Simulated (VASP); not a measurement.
**GaN in VASP: convergence with ENCUT**

Input of the first run (ENCUT 200 eV); the others differ in this setting and in those tied to it:

INCAR

```
SYSTEM = GaN
PREC = Accurate ; ENCUT = 200
EDIFF = 1E-6 ; ISMEAR = 0
SIGMA = 0.02 ; LREAL = .False.
LASPH = .True. ; NELM = 80
ALGO = Normal ; ISIF = 2
LWAVE = .False. ; LCHARG = .False.
```

The input KPOINTS:

```
Automatic mesh
0
Gamma
  7 7 7
  0 0 0
```

File POSCAR:

```
GaN
1.0
    0.0000000000      2.2535006075      2.2535006075
    2.2535006075      0.0000000000      2.2535006075
    2.2535006075      2.2535006075      0.0000000000
Ga N
1 1
Direct
   -0.0000040000     -0.0009780000      0.0006670000
    0.2452550000      0.2539210000      0.2528650000
```

Potentials or basis: VASP PAW LDA potentials, release 64 (Ga, N).

Launch:

```console
$ cat potpaw_LDA.64/Ga/POTCAR potpaw_LDA.64/N/POTCAR > POTCAR
$ mpirun -np 1 vasp_std > vasp.out
```

The cell isn't the ideal one: atoms moved at random, drawn with an rms of 0.02 Å.

The cell is a database's computed one.

Hardware: 1 thread of Intel(R) Xeon(R) Platinum 8488C (Sapphire Rapids) (shared host).

Problem. The values tried are 200 eV, 250 eV, 300 eV, 350 eV, 400 eV, 450 eV, 500 eV, 600 eV, 800 eV, loosest first. From which on does the largest force stay within 0.005 eV/Å of the tightest run that finished?

Solution. From 300 eV on.

```
 ENCUT  energy less the tightest run, at zero smearing (meV/atom)  largest force (eV/Å)  gap on the mesh (eV)  SCF cycles  CPU time (s)  peak memory (GiB)
200 eV                                                      75.51                 0.257                 1.326          11             3               0.11
250 eV                                                      39.17                 0.246                 1.273          11           3.3               0.11
300 eV                                                      -6.80                 0.243                 1.719          12           7.1               0.12
350 eV                                                       5.32                 0.242                 1.763          12           8.6               0.13
400 eV                                                       1.32                 0.240                 1.789          12           8.8               0.14
450 eV                                                       0.94                 0.239                 1.801          12           9.3               0.15
500 eV                                                       1.68                 0.239                 1.800          12           9.3               0.15
600 eV                                                       1.55                 0.239                 1.800          12            20               0.18
800 eV                                                       0.00                 0.239                 1.802          12            28               0.21
```

Against the tightest run, the gap on the mesh stays within 0.01 eV from 450 eV on. Not settled before the last step: the energy (to 1 meV/atom). The tightest run that finished is the yardstick and may itself not be fully converged.
